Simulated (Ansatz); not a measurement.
# Ni in Ansatz: convergence with smearing width

Input of the first run (smearing width 0.3 eV); the others differ in this setting and in those tied to it:

File input.yaml:

```yaml
crystal:
  lattice:
    - [2.4480228978, 0.0, 0.0]
    - [-1.2240114489, 2.1200500186, 0.0]
    - [0.0, 0.0, 4.07280757]
  atoms:
    - { symbol: Ni, position: [0.6666666667, 0.3333333333, 0.75], spin: 1.0 }
    - { symbol: Ni, position: [0.3333333333, 0.6666666667, 0.25], spin: 1.0 }
hamiltonian:
  xc: r2scan
  pseudopotentials: { kind: paw }
magnetization:
  spin_polarized: true
kpoints:
  mp_grid: { grid: [10, 10, 6] }
scf:
  occupations: { method: cold, width: 0.3 }
output:
  forces: true
  stress: true
  eigenvalues: true
```

Potentials or basis: Ansatz PAW.

Launch:

```console
$ ansatz run input.yaml --threads 2 --pin off --max-ram 5632MiB --backend cpu --events-out ev --progress --plain --runs-dir out
```

This isn't the form of Ni at room conditions, which is fcc.

Hardware: 2 threads of Intel(R) Xeon(R) Processor @ 2.50GHz (Skylake/Cascade Lake), with other jobs on the host.

| smearing width | energy less the tightest run, at zero smearing (meV/atom) | pressure (GPa) | absolute moment (μB) | SCF cycles | CPU time (s) | peak memory (GiB) |
| --- | --- | --- | --- | --- | --- | --- |
| 0.3 eV | 2.05 | -0.99 | 1.77 | 20 | 35 | 0.4 |
| 0.2 eV | 1.64 | -0.91 | 1.74 | 21 | 36 | 0.4 |
| 0.15 eV | 0.96 | -0.78 | 1.73 | 21 | 34 | 0.4 |
| 0.1 eV | 0.40 | -0.66 | 1.72 | 21 | 36 | 0.4 |
| 0.05 eV | 0.04 | -0.55 | 1.72 | 24 | 41 | 0.4 |
| 0.025 eV | 0.02 | -0.44 | 1.73 | 74 | 92 | 0.42 |
| 0.01 eV | 0.00 | -0.40 | 1.74 | 28 | 46 | 0.4 |
| 0.005 eV | 0.00 | -0.41 | 1.74 | 24 | 41 | 0.4 |

Against the tightest run, the energy stays within 1 meV/atom from 0.15 eV on; the pressure stays within 0.1 GPa from 0.025 eV on; the absolute moment stays within 0.02 μB from 0.2 eV on. Narrower smearing needs a denser k mesh, so at a fixed mesh the narrowest width isn't the most accurate. The tightest run that finished is the yardstick and may itself not be fully converged.

Caveat, for the tightest run too: the magnetic or orbital state may not be the lowest; the PAW data sets come from PBE, with cores solved anew for the run's functional, which leaves a small shift of forces and pressure.
